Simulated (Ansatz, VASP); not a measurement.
# Two plane-wave programs on Sc

Contents of INCAR:

```
ALGO     = Normal         # electronic algorithm
EDIFF    = 1E-7           # SCF threshold, eV
ENCUT    = 520            # plane-wave cutoff, eV
ISIF     = 2              # what is computed and relaxed
ISMEAR   = -1             # smearing method
LASPH    = True           # aspherical terms in the spheres
LCHARG   = False          # write CHGCAR
LREAL    = False          # projectors in reciprocal space
LWAVE    = False          # write WAVECAR
NBANDS   = 12             # bands
NELM     = 100            # most SCF steps
PREC     = Accurate       # precision mode
SIGMA    = 0.05           # smearing width, eV
```

The input KPOINTS:

```
k-points
0
Gamma
  15 15 15
```

The input POSCAR:

```
Sc
1.0
    2.5851397822      0.0000000000      0.0000000000
    0.0000000000      2.5851397822      0.0000000000
    0.0000000000      0.0000000000      2.5851397822
Sc
1
Direct
    0.0000000000      0.0000000000      0.0000000000
```

Input for Ansatz:

```yaml
crystal:
  lattice:
    - [2.5851397822, 0.0, 0.0]
    - [0.0, 2.5851397822, 0.0]
    - [0.0, 0.0, 2.5851397822]
  atoms:
    - { symbol: Sc, position: [0.0, 0.0, 0.0] }
kpoints:
  mp_grid: { grid: [15, 15, 15] }
scf:
  occupations: { method: fermi_dirac, width: 0.05 }
hamiltonian:
  xc: lda
  pseudopotentials: { kind: paw }
output:
  forces: true
  stress: true
  eigenvalues: true
  populations: true
```

Change from the starting cell: volume scaled by 0.75, PAW files.

Alike in both runs: task single point; functional LDA; k mesh 15 × 15 × 15; occupations fermi-dirac, width 0.05 eV; no spin polarisation.

|  | VASP | Ansatz |
| --- | --- | --- |
| version | VASP 6.6.1 | Ansatz 0.2.0 |
| potentials or method | VASP PAW LDA potentials, release 64 (Sc_sv) | PAW with Ansatz's default frozen-core files, scalar-relativistic |
| plane-wave cutoff (eV) | 520 | 420 |
| valence electrons in the cell | 11 | 11 |

|  | VASP | Ansatz | Ansatz less VASP |
| --- | --- | --- | --- |
| pressure (GPa) | 18.6 | 18.2 | -0.41 |

Caveats: so large a pressure means that the cell lies far from this level's equilibrium, or that cutoff or potentials fall short (VASP).
